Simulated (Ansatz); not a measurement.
# Cobalt, dhcp under revPBE: structure, energy and stiffness, part 2 of 2

Aim: take cobalt in the dhcp structure, relax it, solve it on a dense k-mesh, then scale the cell to 7 volumes from 88 to 112 % of the relaxed one and try a fit of the equation of state. The start is antiferromagnetic (alternate layers). The k-meshes are 14×14×4 for the relaxation; 19×19×5 for the dense run; 16×16×5 for the volumes.

Ansatz 0.2.0; DFT, revPBE, plane waves (420 eV) with PAW, scalar-relativistic. Earlier steps stand in the parts before.

**4. Equation of state: 88 %**

Contents of input.yaml:

```yaml
crystal:
  lattice:
    - [2.4071778737, 0.0, 0.0]
    - [-1.2035889369, 2.08467719, 0.0]
    - [0.0, 0.0, 7.8068071889]
  atoms:
    - { symbol: Co, position: [0.0, 1.0, 1.0], spin: -1.736 }
    - { symbol: Co, position: [0.0, 0.0, 0.5], spin: -1.736 }
    - { symbol: Co, position: [0.3333333333, 0.6666666667, 0.25], spin: -1.753 }
    - { symbol: Co, position: [0.6666666667, 0.3333333333, 0.75], spin: -1.753 }
hamiltonian:
  xc: revpbe
  pseudopotentials:
    kind: paw
    azcp:
      Co: "pseudopotentials/Co.paw.azcp"
basis:
  ecutwfc: 420
  fft_grid_basis: typed
kpoints:
  mp_grid: { grid: [16, 16, 5], shift: [0, 0, 0] }
magnetization:
  spin_polarized: true
scf:
  occupations: { method: fermi_dirac, width: 0.05 }
  lower_state_search: "off"
output:
  stress: true
```

Log, cut to the lines that bear on the results:

```text
Warning: RAYON_NUM_THREADS=2 ignored (pool sized by the plan → 2); use --threads N
[...]
Pseudopotentials: kind: paw
Pseudopotential: Co, paw, valence charge 17, recommended cutoff 420 eV (normal), <dir>
Functional definition: revPBE
[...]
Crystal: 4 atoms, lattice volume = 39.176 Å³
Basis set: ecut = 420 eV, 741 PW (Γ)
Bands: 45, of which v1, the nominal top of the filled ones, is band 34 counted from 1 (33 counted from 0)
Symmetry: 24 space group operations
Space group: P63/mmc (ITA 194), of the structure as read, at distance tolerance 3.4e-5 Å
Magnetic group: BNS 194.263 (UNI 1493), of the structure as read, at distance tolerance 3.4e-5 Å
k-points: 90 of 1280
[...]
Starting moments: Σ|m| = 6.978 μB on 4 of 4 sites
[...]
SCF converged after 18 iterations
an eigenvalue changed by more than its tolerance at an iteration that met the thresholds in force, so the SCF went on 1 time: the last check found none over its tolerance
Magnetization: -6.2549 μB (30.8726 up, 37.1274 down)
Absolute magnetization: 6.8236 μB (∫|ρ↑−ρ↓|, with the PAW one-centre terms)
Spin contamination: 0.0933 ħ² per cell (⟨S²⟩ above its minimum at these occupations)
Per-site moments (μB) at R_I (Å): [(-1.6184149305670412, 0.9883349940037839), (-1.6184149305670412, 0.9883349940037841), (-1.640197873393451, 0.9883349940037841), (-1.6401978733934517, 0.9883349940037839)]
Free energy (F): -20518.050328 eV
[...]
E sigma→0 (E₀):  -20518.036631 eV
Entropy (-TS):   -0.027394 eV (-6.848 meV/atom)
Fermi energy:    21.271404 eV
[...]
--- Stress (GPa, compression-positive) ---
       33.658998      -0.000000       0.000000
       -0.000000      33.658998       0.000000
        0.000000       0.000000      34.053519
  P = ⅓ Tr σ = 33.7905 GPa (337.905 kbar)
```

Run time: 18 s. Hardware: 2 threads of an x86-64 CPU, shared host; peak memory 0.52 GiB.

**5. Equation of state: 92 %**

input.yaml, as its differences from that of step 4:

```diff
@@ -2,5 +2,5 @@
   lattice:
-    - [2.4071778737, 0.0, 0.0]
-    - [-1.2035889369, 2.08467719, 0.0]
-    - [0.0, 0.0, 7.8068071889]
+    - [2.4431111993, 0.0, 0.0]
+    - [-1.2215555997, 2.1157963629, 0.0]
+    - [0.0, 0.0, 7.9233438801]
   atoms:
@@ -28 +28,5 @@
   stress: true
+  write_density: true
+  write_potential: true
+  elf: true
+  volumetric_format: npy
```

Log, cut to the lines that bear on the results:

```text
Warning: RAYON_NUM_THREADS=2 ignored (pool sized by the plan → 2); use --threads N
[...]
[... 3 set-up lines as earlier in the session ...]
[...]
Crystal: 4 atoms, lattice volume = 40.957 Å³
Basis set: ecut = 420 eV, 765 PW (Γ)
Bands: 45, of which v1, the nominal top of the filled ones, is band 34 counted from 1 (33 counted from 0)
[... 2 set-up lines as earlier in the session ...]
Magnetic group: BNS 194.263 (UNI 1493), of the structure as read, at distance tolerance 3.4e-5 Å
k-points: 90 of 1280
[...]
Starting moments: Σ|m| = 6.978 μB on 4 of 4 sites
[...]
SCF converged after 18 iterations
an eigenvalue changed by more than its tolerance at an iteration that met the thresholds in force, so the SCF went on 1 time: the last check found none over its tolerance
Magnetization: -6.3523 μB (30.8239 up, 37.1761 down)
Absolute magnetization: 6.9741 μB (∫|ρ↑−ρ↓|, with the PAW one-centre terms)
Spin contamination: 0.1039 ħ² per cell (⟨S²⟩ above its minimum at these occupations)
Per-site moments (μB) at R_I (Å): [(-1.6489548248782657, 1.0030884376688234), (-1.648954824878265, 1.0030884376688236), (-1.6699896537120658, 1.0030884376688236), (-1.669989653712066, 1.0030884376688234)]
Free energy (F): -20518.343245 eV
[...]
E sigma→0 (E₀):  -20518.329319 eV
Entropy (-TS):   -0.027853 eV (-6.963 meV/atom)
Fermi energy:    20.201569 eV
[...]
--- Stress (GPa, compression-positive) ---
       19.334451       0.000000       0.000000
        0.000000      19.334451       0.000000
        0.000000       0.000000      19.757216
  P = ⅓ Tr σ = 19.4754 GPa (194.754 kbar)
--- Band table (eV; the first three rows and the last of 180) ---
[...]
```

Run time: 23 s. Hardware: 2 threads of an x86-64 CPU, shared host; peak memory 0.54 GiB.

Density in a lattice plane of the grid's cell (edges 2.44 and 7.92 Å, at 0.000 of the third edge), which holds Co. It is the smooth density of the valence electrons, not physical close to the nuclei.

Ten even steps from ' ' (0.29 e/Å³) to '@' (56.97 e/Å³):
```
::..          ..
                
                
                
                
                
                
                
::..          ..
@@==          ==
::..          ..
                
                
                
                
                
                
                
::..          ..
@@==          ==
```
Columns run along the first of these edges and rows up along the second, over one cell in 8 and 20 even steps from the bottom left corner. Atoms in the plane (fractional): Co at (1.00, 1.00), Co at (0.00, 0.50).

Spin density (up less down) in a lattice plane of the grid's cell (edges 2.44 and 7.92 Å, at 0.000 of the third edge), which holds Co.

Ten even steps from ' ' (-7.46 e/Å³) to '@' (0.03 e/Å³):
```
##%%@@@@@@@@@@%%
@@@@@@@@@@@@@@@@
@@@@@@@@@@@@@@@@
@@@@@@@@@@@@@@@@
@@@@@@@@@@@@@@@@
@@@@@@@@@@@@@@@@
@@@@@@@@@@@@@@@@
@@@@@@@@@@@@@@@@
##%%@@@@@@@@@@%%
  ++@@@@@@@@@@++
##%%@@@@@@@@@@%%
@@@@@@@@@@@@@@@@
@@@@@@@@@@@@@@@@
@@@@@@@@@@@@@@@@
@@@@@@@@@@@@@@@@
@@@@@@@@@@@@@@@@
@@@@@@@@@@@@@@@@
@@@@@@@@@@@@@@@@
##%%@@@@@@@@@@%%
  ++@@@@@@@@@@++
```
Columns run along the first of these edges and rows up along the second, over one cell in 8 and 20 even steps from the bottom left corner. Atoms in the plane (fractional): Co at (1.00, 1.00), Co at (0.00, 0.50).

**6. Equation of state: 96 %**

input.yaml, as its differences from that of step 5:

```diff
@@ -2,5 +2,5 @@
   lattice:
-    - [2.4431111993, 0.0, 0.0]
-    - [-1.2215555997, 2.1157963629, 0.0]
-    - [0.0, 0.0, 7.9233438801]
+    - [2.4780175039, 0.0, 0.0]
+    - [-1.239008752, 2.1460261094, 0.0]
+    - [0.0, 0.0, 8.0365498017]
   atoms:
@@ -28,5 +28 @@
   stress: true
-  write_density: true
-  write_potential: true
-  elf: true
-  volumetric_format: npy
```

Log, cut to the lines that bear on the results:

```text
Warning: RAYON_NUM_THREADS=2 ignored (pool sized by the plan → 2); use --threads N
[...]
[... 3 set-up lines as earlier in the session ...]
[...]
Crystal: 4 atoms, lattice volume = 42.737 Å³
Basis set: ecut = 420 eV, 813 PW (Γ)
Bands: 45, of which v1, the nominal top of the filled ones, is band 34 counted from 1 (33 counted from 0)
[... 2 set-up lines as earlier in the session ...]
Magnetic group: BNS 194.263 (UNI 1493), of the structure as read, at distance tolerance 3.5e-5 Å
k-points: 90 of 1280
[...]
Starting moments: Σ|m| = 6.978 μB on 4 of 4 sites
[...]
SCF iter  17: F=-20518.494589 eV  HF=-20518.494589 eV  |F-HF|=1.03e-9  |Δ(HF+E_count)|=   8.49e-9  Δρ=1.62e-6 (↑1.20e-6 ↓1.62e-6)  dr2=1.62e-9  dr2_m=3.97e-10  M=-6.465 μB ∫|m|=7.135 μB  ethr=1.47e-10  ⟨swp⟩=3.1  Hψ=21197  notcnv=0
[...]
SCF converged after 17 iterations
Magnetization: -6.4647 μB (30.7677 up, 37.2323 down)
Absolute magnetization: 7.1378 μB (∫|ρ↑−ρ↓|, with the PAW one-centre terms)
Spin contamination: 0.1154 ħ² per cell (⟨S²⟩ above its minimum at these occupations)
Per-site moments (μB) at R_I (Å): [(-1.6827678696152846, 1.0174202087914346), (-1.6827678696152844, 1.0174202087914348), (-1.7032912808251375, 1.0174202087914348), (-1.703291280825138, 1.0174202087914346)]
Free energy (F): -20518.494589 eV
[...]
E sigma→0 (E₀):  -20518.479439 eV
Entropy (-TS):   -0.030300 eV (-7.575 meV/atom)
Fermi energy:    19.219353 eV
[...]
--- Stress (GPa, compression-positive) ---
        8.192567       0.000000       0.000000
       -0.000000       8.192567       0.000000
        0.000000       0.000000       8.400135
  P = ⅓ Tr σ = 8.2618 GPa (82.618 kbar)
```

Run time: 17 s. Hardware: 2 threads of an x86-64 CPU, shared host; peak memory 0.53 GiB.

**7. Equation of state: 100 %**

input.yaml, as its differences from that of step 6:

```diff
@@ -2,5 +2,5 @@
   lattice:
-    - [2.4780175039, 0.0, 0.0]
-    - [-1.239008752, 2.1460261094, 0.0]
-    - [0.0, 0.0, 8.0365498017]
+    - [2.5119671679, 0.0, 0.0]
+    - [-1.255983584, 2.1754273808, 0.0]
+    - [0.0, 0.0, 8.1466532069]
   atoms:
```

Log, cut to the lines that bear on the results:

```text
Warning: RAYON_NUM_THREADS=2 ignored (pool sized by the plan → 2); use --threads N
[...]
[... 3 set-up lines as earlier in the session ...]
[...]
Crystal: 4 atoms, lattice volume = 44.518 Å³
Basis set: ecut = 420 eV, 873 PW (Γ)
Bands: 45, of which v1, the nominal top of the filled ones, is band 34 counted from 1 (33 counted from 0)
[... 2 set-up lines as earlier in the session ...]
Magnetic group: BNS 194.263 (UNI 1493), of the structure as read, at distance tolerance 3.5e-5 Å
k-points: 90 of 1280
[...]
Starting moments: Σ|m| = 6.978 μB on 4 of 4 sites
[...]
SCF iter  17: F=-20518.536438 eV  HF=-20518.536438 eV  |F-HF|=4.42e-9  |Δ(HF+E_count)|=   8.43e-9  Δρ=2.93e-6 (↑2.27e-6 ↓2.93e-6)  dr2=5.37e-9  dr2_m=8.01e-10  M=-6.632 μB ∫|m|=7.346 μB  ethr=1.47e-10  ⟨swp⟩=3.0  Hψ=21194  notcnv=0
[...]
SCF converged after 17 iterations
Magnetization: -6.6317 μB (30.6841 up, 37.3159 down)
Absolute magnetization: 7.3483 μB (∫|ρ↑−ρ↓|, with the PAW one-centre terms)
Spin contamination: 0.1279 ħ² per cell (⟨S²⟩ above its minimum at these occupations)
Per-site moments (μB) at R_I (Å): [(-1.7292812303825456, 1.0313592040376993), (-1.7292812303825458, 1.0313592040376993), (-1.7492488817920293, 1.0313592040376993), (-1.74924888179203, 1.0313592040376993)]
Free energy (F): -20518.536438 eV
[...]
E sigma→0 (E₀):  -20518.520272 eV
Entropy (-TS):   -0.032332 eV (-8.083 meV/atom)
Fermi energy:    18.311883 eV
[...]
--- Stress (GPa, compression-positive) ---
       -0.282012      -0.000000       0.000000
       -0.000000      -0.282012       0.000000
        0.000000       0.000000      -0.493085
  P = ⅓ Tr σ = -0.3524 GPa (-3.524 kbar)
```

It took 15 s on 2 threads of an x86-64 CPU, shared host; peak memory 0.54 GiB.

**8. Equation of state: 104 %**

input.yaml, as its differences from that of step 7:

```diff
@@ -2,5 +2,5 @@
   lattice:
-    - [2.5119671679, 0.0, 0.0]
-    - [-1.255983584, 2.1754273808, 0.0]
-    - [0.0, 0.0, 8.1466532069]
+    - [2.5450231582, 0.0, 0.0]
+    - [-1.2725115791, 2.2040547082, 0.0]
+    - [0.0, 0.0, 8.2538583063]
   atoms:
```

Log, cut to the lines that bear on the results:

```text
Warning: RAYON_NUM_THREADS=2 ignored (pool sized by the plan → 2); use --threads N
[...]
[... 3 set-up lines as earlier in the session ...]
[...]
Crystal: 4 atoms, lattice volume = 46.299 Å³
Basis set: ecut = 420 eV, 921 PW (Γ)
Bands: 45, of which v1, the nominal top of the filled ones, is band 34 counted from 1 (33 counted from 0)
[... 1 set-up line as earlier in the session ...]
Space group: P63/mmc (ITA 194), of the structure as read, at distance tolerance 3.6e-5 Å
Magnetic group: BNS 194.263 (UNI 1493), of the structure as read, at distance tolerance 3.6e-5 Å
k-points: 90 of 1280
[...]
Starting moments: Σ|m| = 6.978 μB on 4 of 4 sites
[...]
SCF converged after 19 iterations
an eigenvalue changed by more than its tolerance at an iteration that met the thresholds in force, so the SCF went on 2 times, its first undamped step at iteration 17: the last check found none over its tolerance
Magnetization: -6.8015 μB (30.5992 up, 37.4008 down)
Absolute magnetization: 7.5514 μB (∫|ρ↑−ρ↓|, with the PAW one-centre terms)
Spin contamination: 0.1393 ħ² per cell (⟨S²⟩ above its minimum at these occupations)
Per-site moments (μB) at R_I (Å): [(-1.776387126524015, 1.0449312762909806), (-1.7763871265240154, 1.0449312762909806), (-1.7939311980510768, 1.0449312762909806), (-1.793931198051077, 1.0449312762909806)]
Free energy (F): -20518.493350 eV
[...]
E sigma→0 (E₀):  -20518.477057 eV
Entropy (-TS):   -0.032586 eV (-8.147 meV/atom)
Fermi energy:    17.471256 eV
[...]
--- Stress (GPa, compression-positive) ---
       -7.075962       0.000000       0.000000
       -0.000000      -7.075962       0.000000
        0.000000       0.000000      -7.281095
  P = ⅓ Tr σ = -7.1443 GPa (-71.443 kbar)
```

It took 21 s on 2 threads of an x86-64 CPU, shared host; peak memory 0.56 GiB.

**9. Equation of state: 108 %**

input.yaml, as its differences from that of step 8:

```diff
@@ -2,5 +2,5 @@
   lattice:
-    - [2.5450231582, 0.0, 0.0]
-    - [-1.2725115791, 2.2040547082, 0.0]
-    - [0.0, 0.0, 8.2538583063]
+    - [2.5772420615, 0.0, 0.0]
+    - [-1.2886210308, 2.231957097, 0.0]
+    - [0.0, 0.0, 8.3583486179]
   atoms:
@@ -28 +28,5 @@
   stress: true
+  write_density: true
+  write_potential: true
+  elf: true
+  volumetric_format: npy
```

Log, cut to the lines that bear on the results:

```text
Warning: RAYON_NUM_THREADS=2 ignored (pool sized by the plan → 2); use --threads N
[...]
[... 3 set-up lines as earlier in the session ...]
[...]
Crystal: 4 atoms, lattice volume = 48.080 Å³
Basis set: ecut = 420 eV, 957 PW (Γ)
Bands: 45, of which v1, the nominal top of the filled ones, is band 34 counted from 1 (33 counted from 0)
[... 2 set-up lines as earlier in the session ...]
Magnetic group: BNS 194.263 (UNI 1493), of the structure as read, at distance tolerance 3.6e-5 Å
k-points: 90 of 1280
[...]
Starting moments: Σ|m| = 6.978 μB on 4 of 4 sites
[...]
SCF converged after 17 iterations
an eigenvalue changed by more than its tolerance at an iteration that met the thresholds in force, so the SCF went on 2 times, its first undamped step at iteration 15: the last check found none over its tolerance
Magnetization: -6.9187 μB (30.5406 up, 37.4594 down)
Absolute magnetization: 7.7041 μB (∫|ρ↑−ρ↓|, with the PAW one-centre terms)
Spin contamination: 0.1502 ħ² per cell (⟨S²⟩ above its minimum at these occupations)
Per-site moments (μB) at R_I (Å): [(-1.8103341714535373, 1.058159658778242), (-1.8103341714535395, 1.058159658778242), (-1.8256963549625131, 1.058159658778242), (-1.825696354962514, 1.058159658778242)]
Free energy (F): -20518.382059 eV
[...]
E sigma→0 (E₀):  -20518.365972 eV
Entropy (-TS):   -0.032174 eV (-8.043 meV/atom)
Fermi energy:    16.694948 eV
[...]
--- Stress (GPa, compression-positive) ---
      -12.709199      -0.000000      -0.000000
       -0.000000     -12.709199      -0.000000
       -0.000000      -0.000000     -12.651036
  P = ⅓ Tr σ = -12.6898 GPa (-126.898 kbar)
--- Band table (eV; the first three rows and the last of 180) ---
[...]
```

Wall time 30 s (2 threads of an x86-64 CPU, shared host); peak memory 0.57 GiB.

**10. Equation of state: 112 %**

input.yaml, as its differences from that of step 9:

```diff
@@ -2,5 +2,5 @@
   lattice:
-    - [2.5772420615, 0.0, 0.0]
-    - [-1.2886210308, 2.231957097, 0.0]
-    - [0.0, 0.0, 8.3583486179]
+    - [2.6086749406, 0.0, 0.0]
+    - [-1.3043374703, 2.2591787688, 0.0]
+    - [0.0, 0.0, 8.4602897454]
   atoms:
@@ -28,5 +28 @@
   stress: true
-  write_density: true
-  write_potential: true
-  elf: true
-  volumetric_format: npy
```

Log, cut to the lines that bear on the results:

```text
Warning: RAYON_NUM_THREADS=2 ignored (pool sized by the plan → 2); use --threads N
[...]
[... 3 set-up lines as earlier in the session ...]
[...]
Crystal: 4 atoms, lattice volume = 49.860 Å³
Basis set: ecut = 420 eV, 1007 PW (Γ)
Bands: 45, of which v1, the nominal top of the filled ones, is band 34 counted from 1 (33 counted from 0)
[... 1 set-up line as earlier in the session ...]
Space group: P63/mmc (ITA 194), of the structure as read, at distance tolerance 3.7e-5 Å
Magnetic group: BNS 194.263 (UNI 1493), of the structure as read, at distance tolerance 3.7e-5 Å
k-points: 90 of 1280
[...]
Starting moments: Σ|m| = 6.978 μB on 4 of 4 sites
[...]
SCF converged after 21 iterations
an eigenvalue changed by more than its tolerance at an iteration that met the thresholds in force, so the SCF went on 2 times, its first undamped step at iteration 19: the last check found none over its tolerance
Magnetization: -7.0039 μB (30.4981 up, 37.5019 down)
Absolute magnetization: 7.8272 μB (∫|ρ↑−ρ↓|, with the PAW one-centre terms)
Spin contamination: 0.1613 ħ² per cell (⟨S²⟩ above its minimum at these occupations)
Per-site moments (μB) at R_I (Å): [(-1.8360655121003042, 1.07106531677493), (-1.8360655121003038, 1.07106531677493), (-1.849912693326081, 1.07106531677493), (-1.8499126933260814, 1.07106531677493)]
Free energy (F): -20518.215221 eV
[...]
E sigma→0 (E₀):  -20518.198606 eV
Entropy (-TS):   -0.033231 eV (-8.308 meV/atom)
Fermi energy:    15.975777 eV
[...]
--- Stress (GPa, compression-positive) ---
      -17.265815       0.000000       0.000000
       -0.000000     -17.265815       0.000000
        0.000000       0.000000     -16.906946
  P = ⅓ Tr σ = -17.1462 GPa (-171.462 kbar)
```

Wall time 25 s (2 threads of an x86-64 CPU, shared host); peak memory 0.56 GiB.

**11. Fitting the volumes**

All volumes keep the relaxed shape and fractional coordinates.

```tsv
V (Å³/atom)	E − E₀ (meV/atom)	P from the stress (GPa)	P from the fit (GPa)	largest moment (μB)
9.794	121.2	33.79	33.58	1.64
10.239	48.1	19.48	19.40	1.67
10.684	10.5	8.26	8.29	1.70
11.130	0.3	-0.35	-0.43	1.75
11.575	11.1	-7.14	-7.29	1.79
12.020	38.9	-12.69	-12.69	1.83
12.465	80.7	-17.15	-16.91	1.85
```

A third-order Birch-Murnaghan fit gives V₀ = 11.105 Å³/atom, B₀ = 195 GPa and B₀′ = 5.0; it misses no point by more than 0.32 meV/atom.

**12. Outcome**

This closing draws on all 2 parts.

```
                      quantity                                   value
space group (spins left aside)                      P6_3/mmc (No. 194)
             conventional cell  a = 2.512 Å, c = 8.147 Å (c/a = 3.243)
                        volume                          11.130 Å³/atom
             shortest distance                                 2.500 Å
               gap on the mesh            none (levels filled in part)
                magnetic state   ferromagnetic, up to 1.75 μB per atom
relative to hcp, ferromagnetic                             +2 meV/atom
                   V₀, B₀, B₀′            11.105 Å³/atom, 195 GPa, 5.0
```

What this shows: The relaxation enlarged the cell by 0.5 % in volume. It lies 2 meV/atom above the element's reference form at the same level (hcp, ferromagnetic, from a run of its own), within what mesh and smearing can decide. The final state is ferromagnetic (largest moment 1.75 μB). That is not the order it started in. Levels at the Fermi energy are filled in part, as in a metal. The fitted modulus is 195 GPa; letting shape and positions relax at each volume could only lower it. Relaxation kept the symmetry; phonons were not checked.
